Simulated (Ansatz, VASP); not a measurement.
## SrO: VASP beside Ansatz

Contents of INCAR:

```
ALGO = Normal
EDIFF = 1E-7
ENCUT = 520
GGA = PS
ISIF = 2
ISMEAR = 0
LASPH = T
LCHARG = T
LELF = T
LREAL = F
LVHAR = T
LWAVE = F
NBANDS = 15
NELM = 100
PREC = Accurate
SIGMA = 0.05
```

The input KPOINTS:

```
k-points
0
Gamma
  10 10 10
```

The input POSCAR:

```
SrO
1.0
    0.0000000000      2.7507406121      2.7507406121
    2.7507406121      0.0000000000      2.7507406121
    2.7507406121      2.7507406121      0.0000000000
Sr O
1 1
Direct
    0.0000000000      0.0000000000      0.0000000000
    0.2500000000      0.2500000000      0.2500000000
```

Input for Ansatz:

```yaml
crystal:
  lattice:
    - [0.0, 2.7507406121, 2.7507406121]
    - [2.7507406121, 0.0, 2.7507406121]
    - [2.7507406121, 2.7507406121, 0.0]
  atoms:
    - { symbol: Sr, position: [0.0, 0.0, 0.0] }
    - { symbol: O, position: [0.25, 0.25, 0.25] }
basis:
  ecutwfc: 420
  ecutrho_ratio: 4
kpoints:
  mp_grid: { grid: [10, 10, 10] }
hamiltonian:
  xc: pbesol
scf:
  occupations: { method: gaussian, width: 0.05 }
output:
  forces: true
  stress: true
  eigenvalues: true
```

Alike in both runs: task single point; functional PBEsol; k mesh 10 × 10 × 10; occupations gaussian, width 0.05 eV; no spin polarisation.

|  | VASP | Ansatz |
| --- | --- | --- |
| version | VASP 6.6.1 | Ansatz 0.2.0 |
| potentials or method | VASP PAW PBE potentials, release 64 (Sr_sv, O) | scalar-relativistic, plane waves, PAW |
| plane-wave cutoff (eV) | 520 | 420 |
| valence electrons in the cell | 16 | 16 |

|  | VASP | Ansatz | Ansatz less VASP |
| --- | --- | --- | --- |
| gap on the k mesh at the Fermi level (eV) | 2.51 | 2.50 | -0.006 |
| least direct gap on the mesh (eV) | 3.47 | 3.46 | -0.010 |
| pressure (GPa) | 2.0 | 1.4 | -0.60 |

Caveats: the PAW data sets were made with another functional, which shifts forces and pressure a little (VASP). PBEsol gaps usually lie below the measured ones, often by a third to a half. A k mesh can miss the band edges.
